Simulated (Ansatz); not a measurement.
# Ge: the cost of one run

Program: Ansatz 0.2.0. Level of theory: DFT PBEsol, scalar-relativistic, plane waves, PAW. These are calculated values, not measurements.

## (1) The system as given

Symmetry: Imma, No. 74, orthorhombic system. Conventional cell: a = 4.992 Å, b = 5.302 Å, c = 2.874 Å, α = 90.00°, β = 90.00°, γ = 90.00°. Ge (site symmetry mm2) is surrounded by 6 Ge at 2.68 to 2.87 Å.

Structure file:

```
CELL_PARAMETERS angstrom
-2.49590 2.65086 1.43695
2.49590 -2.65086 1.43695
2.49590 2.65086 -1.43695
ATOMIC_POSITIONS crystal
Ge 0.18594 0.93594 0.25000
Ge 0.81406 0.06406 0.75000
```

The structure comes from the Materials Project (structure only).

## (2) A single atom displaced

What differs from the listed cell: atom 1 (Ge) moved by 0.09 Å.

input.yaml reads:

```yaml
crystal:
  lattice:
    - [-2.495898, 2.650863, 1.436947]
    - [2.495898, -2.650863, 1.436947]
    - [2.495898, 2.650863, -1.436947]
  atoms:
    - { symbol: Ge, position: [0.185943, 0.9539725829, 0.2680295829] }
    - { symbol: Ge, position: [0.814057, 0.064057, 0.75] }
basis:
  ecutwfc: 420
kpoints:
  mp_grid: { grid: [14, 14, 14] }
hamiltonian:
  xc: pbesol
scf:
  occupations: { method: gaussian, width: 0.1 }
output:
  forces: true
  stress: true
  eigenvalues: true
```

**Question.** How long does this run take on 1 thread of an x86-64 CPU, shared host, and how much memory does it need?

About 13 s, with a peak of 0.71 GiB.
